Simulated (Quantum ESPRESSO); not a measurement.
# SiC (Moissanite) (P6_3mc) in Quantum ESPRESSO: a series of runs, part 3 of 3

Quantum ESPRESSO 7.5. Earlier steps stand in the parts before.

## (4) Dielectric tensor, PBEsol

pw.in reads:

```
&CONTROL
  calculation = 'scf'
  prefix = 'pwscf'
  outdir = './tmp'
  pseudo_dir = './pseudo'
  tprnfor = .true.
  tstress = .true.
  disk_io = 'low'
/
&SYSTEM
  ibrav = 0
  celldm(1) = 8
  nat = 4
  ntyp = 2
  ecutwfc = 82
  nbnd = 14
  occupations = 'smearing'
  smearing = 'fd'
  degauss = 0.00367493
/
&ELECTRONS
  conv_thr = 8d-10
  electron_maxstep = 120
  mixing_beta = 0.5
/
ATOMIC_SPECIES
Si    28.0850 Si.upf
C     12.0110 C.upf
CELL_PARAMETERS alat
  0.7265996949186   0.0000000000000   0.0000000000000
 -0.3632998474593   0.6292537941719   0.0000000000000
  0.0000000000000   0.0000000000000   1.1924171846389
ATOMIC_POSITIONS crystal
Si     0.6666666667    0.3333333333    0.5000000000
Si     0.3333333333    0.6666666667    0.0000000000
C      0.6666666667    0.3333333333    0.8850000000
C      0.3333333333    0.6666666667    0.3850000000
K_POINTS automatic
12 12 6 0 0 1
```

scf2.in reads:

```
&CONTROL
  calculation = 'scf'
  prefix = 'pwscf'
  outdir = './tmp'
  pseudo_dir = './pseudo'
  tprnfor = .true.
  tstress = .true.
  disk_io = 'low'
/
&SYSTEM
  ibrav = 0
  celldm(1) = 8
  nat = 4
  ntyp = 2
  ecutwfc = 82
  nbnd = 14
  occupations = 'fixed'
/
&ELECTRONS
  conv_thr = 1d-13
  electron_maxstep = 120
  mixing_beta = 0.5
  startingpot = 'file'
  startingwfc = 'file'
/
ATOMIC_SPECIES
Si    28.0850 Si.upf
C     12.0110 C.upf
CELL_PARAMETERS alat
  0.7265996949186   0.0000000000000   0.0000000000000
 -0.3632998474593   0.6292537941719   0.0000000000000
  0.0000000000000   0.0000000000000   1.1924171846389
ATOMIC_POSITIONS crystal
Si     0.6666666667    0.3333333333    0.5000000000
Si     0.3333333333    0.6666666667    0.0000000000
C      0.6666666667    0.3333333333    0.8850000000
C      0.3333333333    0.6666666667    0.3850000000
K_POINTS automatic
12 12 6 0 0 1
```

ph.in reads:

```
dielectric of SiC
&INPUTPH
  prefix = 'pwscf'
  outdir = './tmp'
  tr2_ph = 1d-18
  fildyn = 'dyn'
  niter_ph = 90
  alpha_mix(1) = 0.7
  epsil = .true.
  trans = .false.
  zeu = .true.
/
0.0000000000 0.0000000000 0.0000000000
```

Potentials or basis: PseudoDojo 0.4.1 SR PBEsol standard.

Run with:

```sh
> OMP_NUM_THREADS=1 pw.x -in pw.in > pw.out
> OMP_NUM_THREADS=1 pw.x -in scf2.in > scf2.out
> OMP_NUM_THREADS=1 ph.x -in ph.in > ph.out
```

pw.out:

```text
This program is part of the open-source Quantum ESPRESSO suite
     for quantum simulation of materials; please cite
[... 9 lines left out ...]
     --------------------
     sticks:   dense  smooth     PW     G-vecs:    dense   smooth      PW
     Sum         757     757    223                27991    27991    4475

     Using Slab Decomposition

     bravais-lattice index     =            0
     lattice parameter (alat)  =       8.0000  a.u.
     unit-cell volume          =     279.1382 (a.u.)^3
     number of atoms/cell      =            4
     number of atomic types    =            2
     number of electrons       =        16.00
     number of Kohn-Sham states=           14
     kinetic-energy cutoff     =      82.0000  Ry
     charge density cutoff     =     328.0000  Ry
     scf convergence threshold =      8.0E-10
     mixing beta               =       0.5000
     number of iterations used =            8  plain     mixing
     Exchange-correlation= PBESOL
                           (   1   4  10   8   0   0   0)

     celldm(1)=   8.000000  celldm(2)=   0.000000  celldm(3)=   0.000000
     celldm(4)=   0.000000  celldm(5)=   0.000000  celldm(6)=   0.000000

     crystal axes: (cart. coord. in units of alat)
               a(1) = (   0.726600   0.000000   0.000000 )
               a(2) = (  -0.363300   0.629254   0.000000 )
               a(3) = (   0.000000   0.000000   1.192417 )

     reciprocal axes: (cart. coord. in units 2 pi/alat)
               b(1) = (  1.376274  0.794592 -0.000000 )
               b(2) = (  0.000000  1.589184  0.000000 )
               b(3) = (  0.000000 -0.000000  0.838633 )

     PseudoPot. # 1 for Si read from file:
     Si.upf
     Pseudo is Norm-conserving + core correction, Zval =  4.0
     Generated using ONCVPSP code by D. R. Hamann
     Using radial grid of 1510 points,  6 beta functions with:
                l(1) =   0
                l(2) =   0
                l(3) =   1
                l(4) =   1
                l(5) =   2
                l(6) =   2

     PseudoPot. # 2 for C  read from file:
     C.upf
     Pseudo is Norm-conserving + core correction, Zval =  4.0
     Generated using ONCVPSP code by D. R. Hamann
     Using radial grid of 1248 points,  4 beta functions with:
                l(1) =   0
                l(2) =   0
                l(3) =   1
                l(4) =   1

     atomic species   valence    mass     pseudopotential
     Si                4.00    28.08500     Si( 1.00)
     C                 4.00    12.01100     C ( 1.00)

     12 Sym. Ops. (no inversion) found ( 6 have fractional translation)

   Cartesian axes

     site n.     atom                  positions (alat units)
         1        Si     tau(   1) = (   0.3632998   0.2097513   0.5962086  )
         2        Si     tau(   2) = (  -0.0000000   0.4195025   0.0000000  )
         3        C      tau(   3) = (   0.3632998   0.2097513   1.0552892  )
         4        C      tau(   4) = (  -0.0000000   0.4195025   0.4590806  )

     number of k points=    57  Fermi-Dirac smearing, width (Ry)=  0.0037
                       cart. coord. in units 2pi/alat
        k(    1) = (   0.0000000   0.0000000   0.0698861), wk =   0.0046296
        k(    2) = (   0.0000000   0.0000000   0.2096582), wk =   0.0046296
        k(    3) = (   0.0000000   0.0000000   0.3494303), wk =   0.0046296
        k(    4) = (   0.0000000   0.1324320   0.0698861), wk =   0.0277778
        k(    5) = (   0.0000000   0.1324320   0.2096582), wk =   0.0277778
        k(    6) = (   0.0000000   0.1324320   0.3494303), wk =   0.0277778
[... 49 lines left out ...]
        k(   56) = (   0.4587579   0.7945920   0.2096582), wk =   0.0092593
        k(   57) = (   0.4587579   0.7945920   0.3494303), wk =   0.0092593

     Dense  grid:    27991 G-vectors     FFT dimensions: (  36,  36,  60)

     Initial potential from superposition of free atoms

     starting charge      15.9987, renormalised to      16.0000
     Starting wfcs are   16 randomized atomic wfcs

     Self-consistent Calculation

     iteration #  1     ecut=    82.00 Ry     beta= 0.50
     Davidson diagonalization with overlap
     ethr =  1.00E-02,  avg # of iterations =  3.6

     total energy              =     -40.81064098 Ry
     estimated scf accuracy    <       0.85383508 Ry
[... 50 lines left out ...]
     iteration #  9     ecut=    82.00 Ry     beta= 0.50
     Davidson diagonalization with overlap
     ethr =  8.51E-11,  avg # of iterations =  2.6

     End of self-consistent calculation

          k = 0.0000 0.0000 0.0699 (  3495 PWs)   bands (ev):

    -5.9799  -2.6296   1.1813   8.1962   8.1962   9.4406   9.4406   9.5243
    14.3257  15.8600  16.1793  16.1793  17.1209  18.2962
[... 83 lines left out ...]
    -2.5184  -1.9068   1.5903   2.1808   6.5938   6.8754   7.3855   7.6793
    12.6438  13.1520  14.7913  15.5296  19.2342  20.6328

          k = 0.0000-0.7946 0.0699 (  3508 PWs)   bands (ev):

    -2.6242  -1.1962   1.5974   3.0273   4.4443   6.1946   6.5715   8.1950
    12.2496  13.6589  16.4729  16.9729  18.6642  19.1779

          k = 0.0000-0.7946 0.2097 (  3492 PWs)   bands (ev):

    -2.4072  -1.2563   1.1167   2.2941   5.5337   6.3987   7.3691   7.8321
    12.5434  12.8174  16.0654  16.4933  17.8029  19.3482

          k = 0.0000-0.7946 0.3494 (  3472 PWs)   bands (ev):

    -2.0107  -1.5501   1.0439   1.5169   6.7850   6.8453   7.2996   7.6847
    12.5616  12.9048  14.8163  14.9605  19.2183  20.6402

          k = 0.1147 0.1986 0.0699 (  3503 PWs)   bands (ev):
[... 176 lines left out ...]
    -1.1784  -1.1784   1.8371   1.8371   3.4901   4.1660   7.8207   7.8207
    14.6756  14.6756  14.7334  16.3544  19.8899  19.8899

     the Fermi energy is    10.7827 ev

!    total energy              =     -41.02142140 Ry
     estimated scf accuracy    <          5.4E-11 Ry
     smearing contrib. (-TS)   =      -0.00000000 Ry
     internal energy E=F+TS    =     -41.02142140 Ry

     The total energy is F=E-TS. E is the sum of the following terms:
     one-electron contribution =      11.12782281 Ry
     hartree contribution      =       4.66307136 Ry
     xc contribution           =     -15.02312636 Ry
     ewald contribution        =     -41.78918921 Ry

     convergence has been achieved in   9 iterations

     Forces acting on atoms (cartesian axes, Ry/au):

     atom    1 type  1   force =     0.00000000    0.00000000    0.02938096
     atom    2 type  1   force =     0.00000000    0.00000000    0.02938096
     atom    3 type  2   force =     0.00000000    0.00000000   -0.02938096
     atom    4 type  2   force =     0.00000000   -0.00000000   -0.02938096

     Total force =     0.058762     Total SCF correction =     0.000001

     Computing stress (Cartesian axis) and pressure

          total   stress  (Ry/bohr**3)                   (kbar)     P=        3.00
   0.00013269   0.00000000   0.00000000           19.52        0.00        0.00
   0.00000000   0.00013269   0.00000000            0.00       19.52        0.00
   0.00000000   0.00000000  -0.00020411            0.00        0.00      -30.03

=------------------------------------------------------------------------------=
   JOB DONE.
=------------------------------------------------------------------------------=
```

scf2.out:

```text
This program is part of the open-source Quantum ESPRESSO suite
     for quantum simulation of materials; please cite
[... 9 lines left out ...]
     --------------------
     sticks:   dense  smooth     PW     G-vecs:    dense   smooth      PW
     Sum         757     757    223                27991    27991    4475
[... 471 lines left out ...]
   0.00013268  -0.00000000   0.00000000           19.52       -0.00        0.00
   0.00000000   0.00013268   0.00000000            0.00       19.52        0.00
  -0.00000000  -0.00000000  -0.00020412           -0.00       -0.00      -30.03

=------------------------------------------------------------------------------=
   JOB DONE.
=------------------------------------------------------------------------------=
```

ph.out:

```text
This program is part of the open-source Quantum ESPRESSO suite
     for quantum simulation of materials; please cite
         "P. Giannozzi et al., J. Phys.:Condens. Matter 21 395502 (2009);
         "P. Giannozzi et al., J. Phys.:Condens. Matter 29 465901 (2017);
         "P. Giannozzi et al., J. Chem. Phys. 152 154105 (2020);
     in publications or presentations arising from this work. More details at

     IMPORTANT: XC functional enforced from input :
[... 244 lines left out ...]
      E*z (        0.00000        0.00000       -2.91690 )

     INITIALIZATION:

     DIELECTRIC CONSTANT AND EFFECTIVE CHARGES:

      Additional routines

=------------------------------------------------------------------------------=
   JOB DONE.
=------------------------------------------------------------------------------=
```

It took 11 min on 1 thread of Intel Xeon at 2.50GHz (Skylake/Cascade Lake), shared host; peak memory 0.1 GiB.

Results:

```
Free energy                             : -558.1249 eV
Pressure                                : 0.3 GPa
Largest force                           : 0.755 eV/Å
Electronic dielectric tensor (diagonal) : 6.94, 6.94, 7.52
Born charges (mean of the diagonal)     : Si +2.75; C -2.75 e
```

Forces on the atoms (eV/Å):
```
Si   0.000  0.000  0.755
Si   0.000  0.000  0.755
C    0.000  0.000 -0.755
C    0.000  0.000 -0.755
```

Levels at points of the mesh, in eV from the valence-band top:
```tsv
k point	band 6	band 7	band 8	band 9	band 10	band 11
(0.00, 0.00, 0.08)	-0.08	-0.08	0.00	4.80	6.34	6.65
```

Electronic dielectric tensor:
```
6.94 0.00 0.00
0.00 6.94 0.00
0.00 0.00 7.52
```

Born effective charge tensors (e):
atom 1, Si
```
2.67 0.00 0.00
0.00 2.67 0.00
0.00 0.00 2.92
```
atom 2, Si
```
2.67 0.00 0.00
0.00 2.67 0.00
0.00 0.00 2.92
```
atom 3, C
```
-2.67  0.00  0.00
 0.00 -2.67  0.00
 0.00  0.00 -2.92
```
atom 4, C
```
-2.67  0.00  0.00
 0.00 -2.67  0.00
 0.00  0.00 -2.92
```

## (5) The runs side by side

| k mesh | pressure (GPa) | largest force (eV/Å) |
| --- | --- | --- |
| 8 × 8 × 4, shifted | 0.3 | 0.76 |
| 10 × 10 × 6, shifted | 0.3 | 0.76 |
| 12 × 12 × 6, shifted | 0.3 | 0.76 |

Alike in all rows: task dielectric tensor; level PBEsol; potentials or basis PseudoDojo 0.4.1 SR PBEsol standard; no spin polarisation; cell as given; cutoff (eV) 1116; smearing fermi-dirac 0.05 eV.

Total energies depend on the potentials used, so only differences within one code and one set of settings carry meaning.
